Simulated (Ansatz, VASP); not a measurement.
Al2Cu in VASP and in Ansatz

```
Al Cu
1.0
     4.51767    0.00000    0.00000
    -2.25884    3.91242    0.00000
     0.00000    0.00000    2.66257
Al Cu
2 1
Direct
  0.33333 0.66667 0.50000
  0.66667 0.33333 0.50000
  0.00000 0.00000 0.00000
```

Alike in both runs: functional PBE; k mesh 12 × 12 × 14; occupations gaussian, width 0.1 eV; no spin polarisation.

Ansatz relaxed the structure, and its values are those at the end. VASP's run is a single point on that final structure, the one shown.

```csv
,VASP,Ansatz
version,VASP 6.6.1,Ansatz 0.2.0
potentials or method,"VASP PAW PBE potentials, release 64 (Al, Cu)","scalar-relativistic, plane waves, PAW"
plane-wave cutoff (eV),520,420
valence electrons in the cell,17,25
```

|  | VASP | Ansatz | Ansatz less VASP |
| --- | --- | --- | --- |
| gap on the k mesh at the Fermi level (eV) | none | none | - |
| pressure (GPa) | 0.1 | 0.0 | -0.07 |

A gap of «none» marks a metal or a gap that the smearing closes. The two sets of potentials don't hold the same shells in valence.
